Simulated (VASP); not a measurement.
# Au (P-1) in VASP: reference runs

Aim: a first look at Au with PBE, on the cell as given.

Program: VASP 6.6.1. These are calculated values, not measurements. Logs are shortened: lines on timing, memory, paths and dates and some standing lists are left out, and cuts for length are marked.

### 1 The undisturbed crystal

The typed cell holds 2 atoms: a = 2.893 Å, b = 2.893 Å, c = 5.010 Å, α = 73.22°, β = 73.22°, γ = 60.00°.

### 2 Single point, PBE (a zone-boundary wave of random shape, sigma 0.05 Å)

INCAR

```
PREC = Accurate ; ENCUT = 520
EDIFF = 1E-7 ; ISMEAR = -1
SIGMA = 0.05 ; LREAL = F
LASPH = T ; NELM = 80
ALGO = Normal ; ISIF = 2
LWAVE = F ; LCHARG = F
GGA = PE ; NBANDS = 18
```

KPOINTS

```
regular mesh
0
Gamma
  11 11 6
```

POSCAR

```
Au
1.0
    0.0000000000     -2.0455000000     -2.0455000000
   -2.0455000000      0.0000000000     -2.0455000000
    2.0455000000      2.0455000000     -4.0910000000
Au
2
Direct
    0.5245161900      0.4940545900      0.4864007000
    0.9754838100      0.0059454100      0.0135993000
```

Potentials or basis: VASP PAW PBE potentials, release 64 (Au).

Command:

```console
$ cat potpaw_PBE.64/Au/POTCAR > POTCAR
$ mpirun -np 1 vasp_std > vasp.out
```

OUTCAR:

```text
PREC = Accurate
   ENCUT = 520
   EDIFF = 1E-7
   ISMEAR = -1
   LREAL = F
   LASPH = T
   NELM = 80
   ISIF = 2
   GGA = PE

 ion  position               nearest neighbor table
   1  0.525  0.494  0.486-   2 2.76   2 2.76   2 2.85   2 2.94   2 3.03   2 3.03
   2  0.975  0.006  0.014-   1 2.76   1 2.76   1 2.85   1 2.94   1 3.03   1 3.03

  LATTYP: Found a trigonal (rhomboedric) cell.
 ALAT       =     5.0104312689
 COS(alpha) =     0.8333333333

  Lattice vectors:

 A1 = (   2.0455000000,   4.0910000000,  -2.0455000000)
 A2 = (   4.0910000000,   2.0455000000,  -2.0455000000)
 A3 = (   2.0455000000,   2.0455000000,  -4.0910000000)

Analysis of symmetry for initial positions (statically):
=====================================================================
 Subroutine PRICEL returns:
 Original cell was already a primitive cell.

 Routine SETGRP: Setting up the symmetry group for a
 trigonal (rhombohedral) supercell.

 Subroutine GETGRP returns: Found  2 space group operations
 (whereof  1 operations were pure point group operations)
 out of a pool of 12 trial point group operations.

The static configuration has the point symmetry C_1 .
 The point group associated with its full space group is S_2 .

Analysis of symmetry for dynamics (positions and initial velocities):
=====================================================================
 Subroutine PRICEL returns:
 Original cell was already a primitive cell.

 Routine SETGRP: Setting up the symmetry group for a
 trigonal (rhombohedral) supercell.

 Subroutine GETGRP returns: Found  2 space group operations
 (whereof  1 operations were pure point group operations)
 out of a pool of 12 trial point group operations.

The dynamic configuration has the point symmetry C_1 .
 The point group associated with its full space group is S_2 .

 Subroutine INISYM returns: Found  2 space group operations
 (whereof  1 operations are pure point group operations),
 and found     1 'primitive' translations

----------------------------------------------------------------------------------------

                                     Primitive cell

  volume of cell :      34.2341

  direct lattice vectors                    reciprocal lattice vectors
     0.000000000 -2.045500000 -2.045500000     0.122219506 -0.366658519 -0.122219506
    -2.045500000  0.000000000 -2.045500000    -0.366658519  0.122219506 -0.122219506
     2.045500000  2.045500000 -4.091000000     0.122219506  0.122219506 -0.122219506

[... 104 lines left out ...]
   NELM   =     80;   NELMIN=  2; NELMDL= -5     # of ELM steps
   EDIFF  = 0.1E-06   stopping-criterion for ELM
   LREAL  =      F    real-space projection
   EDIFFG = 0.1E-05   stopping-criterion for IOM
   NSW    =      0    number of steps for IOM
   IBRION =     -1    ionic relax: 0-MD 1-quasi-New 2-CG
   NFREE  =      0    steps in history (QN), initial steepest desc. (CG)
   ISIF   =      2    stress and relaxation
   ISYM   =      2    0-nonsym 1-usesym 2-fastsym
   POTIM  = 0.5000    time-step for ionic-motion
   TEBEG  =    0.0;   TEEND  =   0.0 temperature during run
   PSTRESS=    0.0 pullay stress
   NELECT =      22.0000    total number of electrons
   NUPDOWN=      -1.0000    fix difference up-down
   EMIN   =  10.00;   EMAX   =-10.00  energy-range for DOS
   EFERMI =   0.00;   METHOD = LEGACY
   ISMEAR =    -1;   SIGMA  =   0.05  broadening in eV -4-tet -1-fermi 0-gaus
   EFERMI_NEDOS =   21; number of points for ismear=-14 and -15
   IALGO  =     38    algorithm
   IMIX   =      4    mixing-type and parameters
     AMIX     =   0.40;   BMIX     =  1.00
     AMIX_MAG =   1.60;   BMIX_MAG =  1.00
  volume/ion in A,a.u.               =      17.12       115.51
  Fermi-wavevector in a.u.,A,eV,Ry     =   1.412742  2.669696 27.155058  1.995840
  Thomas-Fermi vector in A             =   2.534459
   LORBIT       =      0    0 simple, 1 ext, 2 COOP (PROOUT), +10 PAW based schemes
   GGA     = PE    functional components
   LHFCALC =     F    Hartree Fock is set to
   AEXX    =    0.0000 exact exchange contribution
   IVDW    =     0    specifies the selected vdW correction
   LEPSILON=     F    determine dielectric tensor
   LRPA    =     F    only Hartree local field effects (RPA)
 non-spin polarized calculation
  energy-cutoff  :      520.00
  volume of cell :       34.23
 maximum number of plane-waves:       954
 NGX is ok and might be reduce to    24
   NGX = 11   NGY = 11   NGZ = 19

 number of electron      22.0000000 magnetization

 Free energy of the ion-electron system (eV)
  ---------------------------------------------------
  ext. energy  EPLUGINS =         0.00000000
  ---------------------------------------------------
  free energy    TOTEN  =        -6.33282655 eV

  energy without entropy =       -6.32900491  energy(sigma->0) =       -6.33091573

 E-fermi :   9.4605     XC(G=0): -12.6815

 val. band max:        9.4591281310   @ k =  -0.2727   0.0909   0.3333
 cond. band min:       9.4661504939   @ k =  -0.0909   0.4545   0.5000
 fundamental gap:      0.0070223629
 Fermi energy:         9.4604991225

 k-point     1 :       0.0000    0.0000    0.0000
  band No.  band energies     occupation
      1      -0.4299      2.00000
      2       2.0977      2.00000
      3       4.6610      2.00000
      4       4.6676      2.00000
      5       4.6705      2.00000
      6       4.6869      2.00000
[... 481 lines left out ...]
      5       4.4971      2.00000
      6       4.7350      2.00000
[... 10 lines left out ...]
     17      21.0843      0.00000
     18      22.6203      0.00000

 [... further k-points ...]

------------------------ aborting loop because EDIFF is reached ----------------------------------------

  FORCE on cell =-STRESS in cart. coord.  units (eV):
  Direction    XX          YY          ZZ          XY          YZ          ZX
  --------------------------------------------------------------------------------------
  -------------------------------------------------------------------------------------
  Total        1.9590660      2.0118893      2.0093393      0.2625522     -0.2508637     -0.0427201
  in kB       91.6856145     94.1577823     94.0384408     12.2876186    -11.7405893     -1.9993310
  external PRESSURE =      93.2939458 kB  Pullay stress =       0.0000000 kB

 VOLUME and BASIS-vectors are now :
 -----------------------------------------------------------------------------
  energy-cutoff  :      520.00
  volume of cell :       34.23
      direct lattice vectors                 reciprocal lattice vectors
     0.000000000 -2.045500000 -2.045500000     0.122219506 -0.366658519 -0.122219506
    -2.045500000  0.000000000 -2.045500000    -0.366658519  0.122219506 -0.122219506
     2.045500000  2.045500000 -4.091000000     0.122219506  0.122219506 -0.122219506

 POSITION                                       TOTAL-FORCE (eV/Angst)
 -----------------------------------------------------------------------------------
     -0.01566     -0.07797     -4.07335         0.629228      0.799507     -0.630561
      0.01566     -1.96753     -2.06315        -0.629228     -0.799507      0.630561
 -----------------------------------------------------------------------------------
    total drift:                                0.000000      0.000000     -0.000000

  FREE ENERGIE OF THE ION-ELECTRON SYSTEM (eV)
  ---------------------------------------------------
  free  energy   TOTEN  =        -6.3328265527 eV

  energy  without entropy=       -6.3290049116  energy(sigma->0) =       -6.33091573
```

stdout:

```text
POSCAR found type information on POSCAR Au
 POSCAR found :  1 types and       2 ions
 scaLAPACK will be used
 LDA part: xc-table for (Slater+PW92), standard interpolation
 -----------------------------------------------------------------------------
|                                                                             |
|           W    W    AA    RRRRR   N    N  II  N    N   GGGG   !!!           |
|           W    W   A  A   R    R  NN   N  II  NN   N  G    G  !!!           |
|           W    W  A    A  R    R  N N  N  II  N N  N  G       !!!           |
|           W WW W  AAAAAA  RRRRR   N  N N  II  N  N N  G  GGG   !            |
|           WW  WW  A    A  R   R   N   NN  II  N   NN  G    G                |
|           W    W  A    A  R    R  N    N  II  N    N   GGGG   !!!           |
|                                                                             |
|     Your reciprocal lattice and k-lattice belong to different lattice       |
|     classes:                                                                |
|                                                                             |
|        The reciprocal lattice is rhombohedral (trigonal),                   |
|        whereas your k-lattice is base-centered monoclinic.                  |
|                                                                             |
|     Results are often still useful ...                                      |
|                                                                             |
 -----------------------------------------------------------------------------

 POSCAR, INCAR and KPOINTS ok, starting setup
 FFT: planning ... GRIDC
 FFT: planning ... GRID_SOFT
 FFT: planning ... GRID
 WAVECAR not read
 entering main loop
```

Wall time 1.9 min (1 thread of Intel Xeon Platinum 8488C (Sapphire Rapids), shared host); peak memory 0.3 GiB.

What came out:

- Free energy: -6.3328 eV
- Pressure: 9.3 GPa
- Largest force: 1.197 eV/Å
- Band gap on the k mesh: none (metal or under the smearing width)

Forces in eV/Å, atoms in the order of the input:
```
Au   0.629  0.800 -0.631
Au  -0.629 -0.800  0.631
```

Levels at points of the mesh, in eV from the Fermi level:
| k point | band 7 | band 8 | band 9 | band 10 | band 11 | band 12 | band 13 | band 14 | band 15 | band 16 |
| --- | --- | --- | --- | --- | --- | --- | --- | --- | --- | --- |
| (0.00, 0.00, 0.00) | -4.69 | -3.27 | -3.19 | -2.07 | -1.98 | -0.95 | 2.92 | 13.92 | 14.60 | 17.10 |
| (0.00, 0.00, 0.50) | -4.42 | -4.41 | -3.43 | -3.03 | -2.99 | -2.67 | 10.19 | 12.03 | 15.27 | 15.69 |

Caveat: forces of over 1 eV/Å show positions far from the minimum, so gaps and moduli don't describe the material at rest.
